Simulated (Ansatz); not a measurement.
# (10−10) slab of wurtzite AgI, 29.0 Å thick as cut, bare faces

Ansatz, PAW, plane waves, no spin–orbit coupling unless named; atoms relaxed with PBEsol, the curve by HSE06. The curve holds the local part of the PAW potentials, so its shape inside matter depends on the files.

```
CELL_PARAMETERS angstrom
0.00000 0.00000 7.45389
4.55990 0.00000 0.00000
0.00000 41.95926 0.00000
ATOMIC_POSITIONS crystal
Ag 0.97075 0.99866 0.18510
Ag 0.99942 0.49906 0.28024
Ag 0.99884 0.99911 0.37443
Ag 0.99870 0.49909 0.46859
Ag 0.99880 0.99896 0.56270
Ag 0.99901 0.49868 0.65675
Ag 0.99661 0.99879 0.75180
Ag 0.05658 0.49865 0.82232
Ag 0.55699 0.49925 0.17777
Ag 0.49694 0.99928 0.24829
Ag 0.49921 0.49902 0.34333
Ag 0.49891 0.99917 0.43739
Ag 0.49867 0.49894 0.53150
Ag 0.49863 0.99889 0.62566
Ag 0.49917 0.49869 0.71985
Ag 0.47042 0.99852 0.81498
I 0.35911 0.99921 0.18655
I 0.37428 0.49925 0.28059
I 0.37386 0.99905 0.37464
I 0.37366 0.49916 0.46872
I 0.37383 0.99896 0.56288
I 0.37393 0.49884 0.65705
I 0.37136 0.99871 0.75088
I 0.38432 0.49853 0.84871
I 0.88467 0.49870 0.15136
I 0.87171 0.99906 0.24920
I 0.87411 0.49909 0.34303
I 0.87394 0.99909 0.43720
I 0.87364 0.49894 0.53137
I 0.87363 0.99872 0.62545
I 0.87402 0.49877 0.71949
I 0.85879 0.99865 0.81354
```

Planar mean of the electrostatic potential energy along the normal, from the vacuum level:

| z (Å) | v (eV) |
| --- | --- |
| 0.00 | 0.00 |
| 0.29 | 0.00 |
| 0.73 | 0.00 |
| 1.02 | 0.00 |
| 1.31 | 0.00 |
| 1.75 | 0.00 |
| 2.04 | 0.00 |
| 2.33 | 0.00 |
| 2.77 | 0.00 |
| 3.06 | 0.00 |
| 3.35 | 0.00 |
| 3.64 | -0.01 |
| 4.08 | -0.03 |
| 4.37 | -0.07 |
| 4.66 | -0.17 |
| 5.10 | -0.61 |
| 5.39 | -1.49 |
| 5.68 | -2.68 |
| 6.12 | -3.35 |
| 6.41 | -3.96 |
| 6.70 | -5.86 |
| 7.14 | -9.76 |
| 7.43 | -10.54 |
| 7.72 | -10.06 |
| 8.16 | -7.94 |
| 8.45 | -5.70 |
| 8.74 | -3.36 |
| 9.03 | -2.09 |
| 9.47 | -2.89 |
| 9.76 | -4.93 |
| 10.05 | -6.45 |
| 10.49 | -7.31 |
| 10.78 | -8.11 |
| 11.07 | -8.97 |
| 11.51 | -7.90 |
| 11.80 | -7.14 |
| 12.09 | -6.52 |
| 12.53 | -4.26 |
| 12.82 | -2.40 |
| 13.11 | -1.88 |
| 13.55 | -3.63 |
| 13.84 | -5.58 |
| 14.13 | -6.68 |
| 14.57 | -7.64 |
| 14.86 | -8.72 |
| 15.15 | -9.00 |
| 15.44 | -7.97 |
| 15.88 | -6.90 |
| 16.17 | -6.08 |
| 16.46 | -4.37 |
| 16.90 | -2.00 |
| 17.19 | -2.06 |
| 17.48 | -3.52 |
| 17.92 | -6.20 |
| 18.21 | -6.96 |
| 18.50 | -7.59 |
| 18.94 | -9.04 |
| 19.23 | -8.60 |
| 19.52 | -7.56 |
| 19.96 | -6.62 |
| 20.25 | -5.43 |
| 20.54 | -3.43 |
| 20.98 | -1.87 |
| 21.27 | -2.52 |
| 21.56 | -4.46 |
| 21.85 | -6.14 |
| 22.29 | -7.21 |
| 22.58 | -8.02 |
| 22.87 | -9.01 |
| 23.31 | -8.09 |
| 23.60 | -7.25 |
| 23.89 | -6.66 |
| 24.33 | -4.59 |
| 24.62 | -2.62 |
| 24.91 | -1.87 |
| 25.35 | -3.30 |
| 25.64 | -5.32 |
| 25.93 | -6.57 |
| 26.37 | -7.51 |
| 26.66 | -8.53 |
| 26.95 | -9.07 |
| 27.24 | -8.16 |
| 27.68 | -6.99 |
| 27.97 | -6.26 |
| 28.26 | -4.70 |
| 28.70 | -2.11 |
| 28.99 | -1.97 |
| 29.28 | -3.19 |
| 29.72 | -5.99 |
| 30.01 | -6.85 |
| 30.30 | -7.46 |
| 30.74 | -8.87 |
| 31.03 | -8.66 |
| 31.32 | -7.64 |
| 31.76 | -6.84 |
| 32.05 | -5.84 |
| 32.34 | -3.90 |
| 32.78 | -2.01 |
| 33.07 | -2.51 |
| 33.36 | -4.46 |
| 33.65 | -6.86 |
| 34.09 | -9.49 |
| 34.38 | -10.42 |
| 34.67 | -10.37 |
| 35.11 | -7.28 |
| 35.40 | -4.76 |
| 35.69 | -3.55 |
| 36.13 | -3.05 |
| 36.42 | -2.13 |
| 36.71 | -0.97 |
| 37.15 | -0.26 |
| 37.44 | -0.11 |
| 37.73 | -0.05 |
| 38.17 | -0.01 |
| 38.46 | -0.01 |
| 38.75 | 0.00 |
| 39.05 | 0.00 |
| 39.48 | 0.00 |
| 39.77 | 0.00 |
| 40.07 | 0.00 |
| 40.50 | 0.00 |
| 40.79 | 0.00 |
| 41.09 | 0.00 |
| 41.52 | 0.00 |
| 41.81 | 0.00 |

(1) How far below the vacuum level do the top filled and the lowest empty level lie, by each functional?

Answers

(1) PBEsol: 5.44 and 4.10 eV (gap 1.34 eV, a 4×6×1 mesh); HSE06: 6.14 and 3.58 eV (gap 2.57 eV, a 3×4×1 mesh). Either level can be a surface state and not a band edge of the crystal.
